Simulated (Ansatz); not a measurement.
# C (Fd-3m) in Ansatz: equation of state

Aim: energy against volume of C in PBE, for its equilibrium volume and stiffness.

Program: Ansatz 0.2.0. These are calculated values, not measurements. Logs are shortened: lines on timing, memory, paths and dates and some standing lists are left out, and cuts for length are marked.

**What was measured.**

“Equation of state of cubic boron nitride at high pressures and temperatures”, 2007, arxiv:cond-mat/0702656 quotes, for a bulk crystal of C: bulk modulus 444.8 ± 0.8 GPa.

The results are compared with them further down.

## (1) The crystal as given

Symmetry: Fd-3m, No. 227, cubic system. The conventional cell has a = 3.567 Å, b = 3.567 Å, c = 3.567 Å, α = 90.00°, β = 90.00°, γ = 90.00°. Around C (site symmetry -43m) lie 4 C at 1.54 Å.

This isn't the form of C at room conditions, which is graphite.

## (2) Equation of state, PBE

Potentials or basis: all-electron LAPW, scalar-relativistic.

No new run: the results of the series are fitted here.

Results:

* Equilibrium volume: 5.69 Å³/atom
* Bulk modulus: 434 GPa
* Pressure derivative of the bulk modulus: 3.7

Energy against volume, from the lowest point:
| volume (Å³/atom) | energy (meV/atom) |
| --- | --- |
| 5.332 | 34.60 |
| 5.445 | 15.77 |
| 5.558 | 4.46 |
| 5.672 | 0.00 |
| 5.785 | 1.78 |
| 5.899 | 9.23 |
| 6.012 | 21.86 |

## (3) Comparison with measurements

Step 2. Measured bulk modulus of C: 444.8 GPa (quoted in “Equation of state of cubic boron nitride at high pressures and temperatures”, 2007, arxiv:cond-mat/0702656). This calculation gives 434 GPa (-2.5 %). 3 values of this kind are on record (442 to 444.8 GPa); this one was drawn at random among those near their median, those with a stated uncertainty first. The fit is for a static lattice scaled at fixed shape and fixed fractional positions. The cell as given is a measured one (5.67 Å³/atom); PBE puts the equilibrium volume +0.4 % from it, thermal expansion not counted.
